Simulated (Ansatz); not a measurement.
# The I–V curve of a RuAl/GaN/RuAl junction, part 2 of 4

What current flows through RuAl/GaN/RuAl, and is the curve linear and symmetric? Both electrodes are RuAl B2(001); the barrier is GaN rock salt(001) (non-polar). In the first transport cell, after relaxation, the nearest pair of electrode and barrier is Al–N at 2.98 Å, at a slant, at the lower face and Al–N at 2.98 Å, at a slant, at the upper one. All share a net of side 3.019 Å, which strains the lower electrode by +0.6 % and the barrier by +0.0 %, against typed lattice constants near PBE's. The first steps treat the bulk electrodes alone.

Ansatz 0.2.0; PBE DFT, plane waves, PAW files (the session's first sound run).

So far: The starting structure; The strained electrode.

The structure was built from a prototype and need not be the compound's stable phase.

### Step 3. Relaxation

System of this step: RuAl/GaN/RuAl. The cell holds 16 atoms: 4 Ru, 4 Al, 4 N and 4 Ga. Cell: a = 3.019 Å, b = 3.019 Å, c = 35.301 Å, α = 90.0°, β = 90.0°, γ = 90.0°. Vacuum lies along c.

Tunnelling depends exponentially on distance, so the interfaces are relaxed first. A short slab in vacuum serves: only the barrier and the layers next to it are taken over, and later cells can add or drop layers in the barrier's middle. The dipole correction removes the field that unlike faces would set up across the vacuum.

input.yaml reads:

```yaml
crystal:
  lattice:
    - [3.019, 0.0, 0.0]
    - [0.0, 3.019, 0.0]
    - [0.0, 0.0, 35.3009966726]
  atoms:
    - { symbol: Ru, position: [0.0, 0.0, 0.2266224966] }
    - { symbol: Al, position: [0.5, 0.5, 0.2689258348] }
    - { symbol: Ru, position: [0.0, 0.0, 0.311229173] }
    - { symbol: Al, position: [0.5, 0.5, 0.3535325112] }
    - { symbol: "N", position: [0.0, 0.5, 0.4092729056] }
    - { symbol: Ga, position: [0.5, 0.0, 0.4092729056] }
    - { symbol: "N", position: [0.5, 0.0, 0.4697576352] }
    - { symbol: Ga, position: [0.0, 0.5, 0.4697576352] }
    - { symbol: "N", position: [0.0, 0.5, 0.5302423648] }
    - { symbol: Ga, position: [0.5, 0.0, 0.5302423648] }
    - { symbol: "N", position: [0.5, 0.0, 0.5907270944] }
    - { symbol: Ga, position: [0.0, 0.5, 0.5907270944] }
    - { symbol: Al, position: [0.0, 0.0, 0.6464674888] }
    - { symbol: Ru, position: [0.5, 0.5, 0.688770827] }
    - { symbol: Al, position: [0.0, 0.0, 0.7310741652] }
    - { symbol: Ru, position: [0.5, 0.5, 0.7733775034] }
kpoints:
  mp_grid: { grid: [8, 8, 1] }
scf:
  occupations: { method: fermi_dirac, width: 0.1 }
  max_iter: 150
hamiltonian:
  xc: pbe
efield:
  axis: 3
  dipole_correction: true
relax:
  f_tol: 0.04
  max_steps: 60
output:
  forces: true
```

Started as:

```
> ansatz run input.yaml --threads 8 --pin off --max-ram 16384MiB --backend cpu --events-out ev --progress --plain --runs-dir out
```

Numbers of over 12 decimals in the logs are rounded to 6 here.

What it wrote:

```text
[...]
Crystal: 16 atoms, lattice volume = 321.746 Å³
Basis set: ecut = 420 eV, 6157 PW (Γ), exchange–correlation on 48×48×480 points (8 copies of the dense FFT grid, shifted against one another)
Bands: 90, of which v1, the nominal top of the filled ones, is band 74 counted from 1 (73 counted from 0)
Symmetry: 4 space group operations
k-points: 25 of 64
[...]
SCF iter   1: F=—  HF=-42330.294709 eV  |F-HF|=—  |Δ(HF+E_count)|=         —  Δρ=7.54e-3  dr2=3.90e-1  ethr=1.77e-3  p=-0.000 e·Å  D=-1.02e-13 V/Å  ΔV_dip=0.00 eV  dr2_dipole=1.78e-6  V_vac-E_F(+/−)=4.26/4.26 eV  ⟨swp⟩=8.5  Hψ=9983  notcnv=0  defer=41
efield: sawtooth ramp at fractional position 0.9500 (placed from the atoms, in the widest stretch of the axis that holds none; the zero of the levels goes with the place), width 0.1000; the density the first Hamiltonian is built on has a dipole p = -0.000 e·Å; the dipole correction subtracts the counter field D = -1.02e-13 V/Å, which shifts the + side's vacuum level by +0.00 eV against the − side's; the planar-averaged density in the ramp window peaks in size at 1.3e-4 e/Å³
[...]
SCF iter   2: F=—  HF=-42330.295980 eV  |F-HF|=—  |Δ(HF+E_count)|=   1.27e-3  Δρ=4.69e-3  dr2=2.22e-1  ethr=2.63e-4  p=-0.000 e·Å  D=-4.60e-6 V/Å  ΔV_dip=0.00 eV  dr2_dipole=3.39e-6  V_vac-E_F(+/−)=4.32/4.32 eV  ⟨swp⟩=2.4  Hψ=3738  notcnv=0  defer=76
[...]
SCF iter   6: F=-42330.276918 eV  HF=-42330.276923 eV  |F-HF|=5.21e-6  |Δ(HF+E_count)|=   1.61e-6  Δρ=3.82e-5  dr2=9.90e-6  ethr=2.70e-8  p=-0.000 e·Å  D=-1.35e-7 V/Å  ΔV_dip=0.00 eV  dr2_dipole=1.70e-10  V_vac-E_F(+/−)=4.31/4.31 eV  ⟨swp⟩=3.8  Hψ=9963  notcnv=0
SCF 1 converged in 6 iterations: F = -42330.276918 eV  dr2 = 9.90e-6
[...]
relax step   1: F+E_penalty+E_count = -42330.27691800 eV  Δ(F+E_penalty+E_count) = +0.000e0 eV  max|allowed force component| = 2.312e0 eV/Å  Δτ_max = 0.0000 Å  (6 SCF iters, dr2 threshold 4.00e-5 eV, accepted)
[...]
SCF iter   1: F=—  HF=-42330.882933 eV  |F-HF|=—  |Δ(HF+E_count)|=         —  Δρ=7.45e-3  dr2=3.70e-1  ethr=2.74e-4  p=-0.000 e·Å  D=-1.35e-7 V/Å  ΔV_dip=0.00 eV  dr2_dipole=1.69e-10  V_vac-E_F(+/−)=4.38/4.38 eV  ⟨swp⟩=1.7  Hψ=7710  notcnv=0  defer=73
efield: sawtooth ramp at fractional position 0.9500 (handed on by an earlier solve), width 0.1000; the density the first Hamiltonian is built on has a dipole p = -0.000 e·Å; the dipole correction subtracts the counter field D = -1.35e-7 V/Å, which shifts the + side's vacuum level by +0.00 eV against the − side's; the planar-averaged density in the ramp window peaks in size at 1.4e-5 e/Å³
[...]
SCF iter   2: F=—  HF=-42330.852559 eV  |F-HF|=—  |Δ(HF+E_count)|=   3.04e-2  Δρ=3.85e-3  dr2=1.21e-1  ethr=2.50e-4  p=0.000 e·Å  D=2.66e-7 V/Å  ΔV_dip=-0.00 eV  dr2_dipole=2.51e-12  V_vac-E_F(+/−)=4.20/4.20 eV  ⟨swp⟩=2.6  Hψ=4005  notcnv=0  defer=73
[...]
SCF iter   6: F=-42330.829980 eV  HF=-42330.829982 eV  |F-HF|=2.40e-6  |Δ(HF+E_count)|=   1.15e-5  Δρ=3.94e-5  dr2=9.04e-6  ethr=2.55e-8  p=0.000 e·Å  D=4.03e-8 V/Å  ΔV_dip=-0.00 eV  dr2_dipole=3.67e-13  V_vac-E_F(+/−)=4.26/4.26 eV  ⟨swp⟩=4.0  Hψ=6952  notcnv=0
SCF 2 converged in 6 iterations: F = -42330.829980 eV  dr2 = 9.04e-6
relax step   2: F+E_penalty+E_count = -42330.82998000 eV  Δ(F+E_penalty+E_count) = -5.531e-1 eV  max|allowed force component| = 1.099e0 eV/Å  Δτ_max = 0.1460 Å  (6 SCF iters, dr2 threshold 1.00e-4 eV, accepted)
SCF iter   1: F=—  HF=-42331.381424 eV  |F-HF|=—  |Δ(HF+E_count)|=         —  Δρ=2.10e-2  dr2=7.52e0  ethr=3.10e-3  p=0.000 e·Å  D=4.02e-8 V/Å  ΔV_dip=-0.00 eV  dr2_dipole=3.89e-9  V_vac-E_F(+/−)=4.42/4.42 eV  ⟨swp⟩=5.5  Hψ=6167  notcnv=0  defer=38
[...]
SCF iter   7: F=-42331.144899 eV  HF=-42331.144903 eV  |F-HF|=4.30e-6  |Δ(HF+E_count)|=   4.67e-6  Δρ=5.82e-5  dr2=1.16e-5  ethr=5.10e-8  p=0.000 e·Å  D=2.26e-8 V/Å  ΔV_dip=-0.00 eV  dr2_dipole=4.62e-12  V_vac-E_F(+/−)=4.27/4.27 eV  ⟨swp⟩=5.0  Hψ=8738  notcnv=0
SCF 3 converged in 7 iterations: F = -42331.144899 eV  dr2 = 1.16e-5
[...]
relax step   3: F+E_penalty+E_count = -42331.14489857 eV  Δ(F+E_penalty+E_count) = -3.149e-1 eV  max|allowed force component| = 3.230e-1 eV/Å  Δτ_max = 0.1921 Å  (7 SCF iters, dr2 threshold 7.55e-5 eV, accepted)
[...]
relax step   4: F+E_penalty+E_count = -42331.22977493 eV  Δ(F+E_penalty+E_count) = -8.488e-2 eV  max|allowed force component| = 1.490e-1 eV/Å  Δτ_max = 0.2000 Å  (8 SCF iters, dr2 threshold 9.01e-6 eV, accepted)
[...]
relax step   5: F+E_penalty+E_count = -42331.23829694 eV  Δ(F+E_penalty+E_count) = -8.522e-3 eV  max|allowed force component| = 6.276e-2 eV/Å  Δτ_max = 0.0706 Å  (7 SCF iters, dr2 threshold 1.92e-6 eV, accepted)
[...]
relax step   6: F+E_penalty+E_count = -42331.23916660 eV  Δ(F+E_penalty+E_count) = -8.697e-4 eV  max|allowed force component| = 4.281e-2 eV/Å  Δτ_max = 0.0280 Å  (8 SCF iters, accepted)
SCF iter   1: F=—  HF=-42331.239592 eV  |F-HF|=—  |Δ(HF+E_count)|=         —  Δρ=6.66e-4  dr2=8.00e-3  ethr=3.07e-5  p=0.000 e·Å  D=1.04e-8 V/Å  ΔV_dip=-0.00 eV  dr2_dipole=1.94e-9  V_vac-E_F(+/−)=4.29/4.29 eV  ⟨swp⟩=1.9  Hψ=3129  notcnv=0  defer=71
[...]
SCF iter   7: F=-42331.239414 eV  HF=-42331.239414 eV  |F-HF|=2.92e-8  |Δ(HF+E_count)|=   4.76e-7  Δρ=2.00e-6  dr2=1.43e-8  ethr=6.76e-11  p=0.000 e·Å  D=1.65e-9 V/Å  ΔV_dip=-0.00 eV  dr2_dipole=2.47e-14  V_vac-E_F(+/−)=4.29/4.29 eV  ⟨swp⟩=5.0  Hψ=8461  notcnv=0
SCF 7 converged in 7 iterations: F = -42331.239414 eV  dr2 = 1.43e-8
relax step   7: F+E_penalty+E_count = -42331.23941444 eV  Δ(F+E_penalty+E_count) = -2.478e-4 eV  max|allowed force component| = 2.734e-3 eV/Å  Δτ_max = 0.0065 Å  (7 SCF iters, accepted)
SCF converged after 7 iterations
Free energy (F): -42331.239414 eV
[...]
Internal energy: -42330.941682 eV  (E = F + TS)
E sigma→0 (E₀):  -42331.090548 eV
Entropy (-TS):   -0.297733 eV (-18.608 meV/atom)
Fermi energy:    6.986503 eV
Dipole field:    D = 0.000000 V/Å  (p = 0.000000 e·Å, saw-weighted, corrected)
Work function:   Φ+ = 4.2889 eV   Φ− = 4.2889 eV
Levels:          The Fermi level and band energies are counted from a zero that moves with the ramp; work functions are not
[...]
--- Forces (eV/Å), atoms counted from 1 ---
  atom   1  Ru     0.00000000     0.00000000     0.00181308
  atom   2  Al     0.00000000     0.00000000    -0.00101269
  atom   3  Ru     0.00000000     0.00000000    -0.00201142
  atom   4  Al     0.00000000     0.00000000     0.00146263
  atom   5  N      0.00000000     0.00000000    -0.00273359
  atom   6  Ga     0.00000000     0.00000000     0.00126822
  atom   7  N      0.00000000     0.00000000    -0.00113783
  atom   8  Ga     0.00000000     0.00000000     0.00004208
  atom   9  N      0.00000000     0.00000000     0.00113867
  atom  10  Ga     0.00000000     0.00000000    -0.00004161
  atom  11  N      0.00000000     0.00000000     0.00273312
  atom  12  Ga     0.00000000     0.00000000    -0.00127008
  atom  13  Al     0.00000000     0.00000000    -0.00146184
  atom  14  Ru     0.00000000     0.00000000     0.00201238
  atom  15  Al     0.00000000     0.00000000     0.00101305
  atom  16  Ru     0.00000000     0.00000000    -0.00181421
  max |Σ_I F_I| component: 3.16e-8 eV/Å
--- Relaxed structure (7 steps of the walk, 7 accepted, 0 SCFs on fresh bases) ---
  F+E_penalty+E_count = -42331.23941444 eV   max|allowed force component| = 2.734e-3 eV/Å
  atoms:
    - { symbol: Ru, position: [0.0, 0.0, 0.215405] }
    - { symbol: Al, position: [0.5, 0.5, 0.255133] }
    - { symbol: Ru, position: [0.0, 0.0, 0.298382] }
    - { symbol: Al, position: [0.5, 0.5, 0.336371] }
    - { symbol: N, position: [0.0, 0.5, 0.409044] }
    - { symbol: Ga, position: [0.5, 0.0, 0.410088] }
    - { symbol: N, position: [0.5, 0.0, 0.469808] }
    - { symbol: Ga, position: [0.0, 0.5, 0.469528] }
    - { symbol: N, position: [0.0, 0.5, 0.530192] }
    - { symbol: Ga, position: [0.5, 0.0, 0.530472] }
    - { symbol: N, position: [0.5, 0.0, 0.590956] }
    - { symbol: Ga, position: [0.0, 0.5, 0.589912] }
    - { symbol: Al, position: [0.0, 0.0, 0.663629] }
    - { symbol: Ru, position: [0.5, 0.5, 0.701618] }
    - { symbol: Al, position: [0.0, 0.0, 0.744867] }
    - { symbol: Ru, position: [0.5, 0.5, 0.784595] }
```

Run time: 62 s. Hardware: 8 threads of Arm Neoverse V1, shared host; peak memory 1.7 GiB; 7.9 min of CPU time.

Relaxation path:

```csv
step,energy less that of the first step (eV),largest force component (eV/Å)
1,0.0000,2.3118
2,-0.5531,1.0989
3,-0.8680,0.3230
4,-0.9529,0.1490
5,-0.9614,0.0628
6,-0.9622,0.0428
7,-0.9625,0.0027
```

The run keeps the 4 symmetry operations that it works with, so distortions that break them were not tested.

The atoms that moved most (Å):

```csv
atom,dx,dy,dz,length
Al4,0.000,0.000,-0.606,0.606
Al13,0.000,0.000,0.606,0.606
Al2,0.000,0.000,-0.487,0.487
Al15,0.000,0.000,0.487,0.487
Ru3,0.000,0.000,-0.454,0.454
Ru14,0.000,0.000,0.454,0.454
Ru1,0.000,0.000,-0.396,0.396
Ru16,0.000,0.000,0.396,0.396
```

Numbers from this step:

| Quantity | Value |
| --- | --- |
| free energy | -42331.2394 eV |
| Fermi energy | 6.987 eV |
| work function, upper face | 4.289 eV |
| work function, lower face | 4.289 eV |
| dipole moment | 2.99e-7 e·Å |
| dipole field | 1.68e-7 V/Å |

The largest force component on a free atom ends at 0.0027 eV/Å. The work functions of the outer faces are 4.29 and 4.29 eV.

[end of part 2 of 4]

[Logs are printed without paths, hosts, clocks, repeated set-up lines and the standing remarks that a program may print on its own settings, such as how far it seeks lower states.]

[Hosts, paths, dates, database ids (printed as entryN), source tags and the programs' standing remarks are cut or masked in the printed files.]
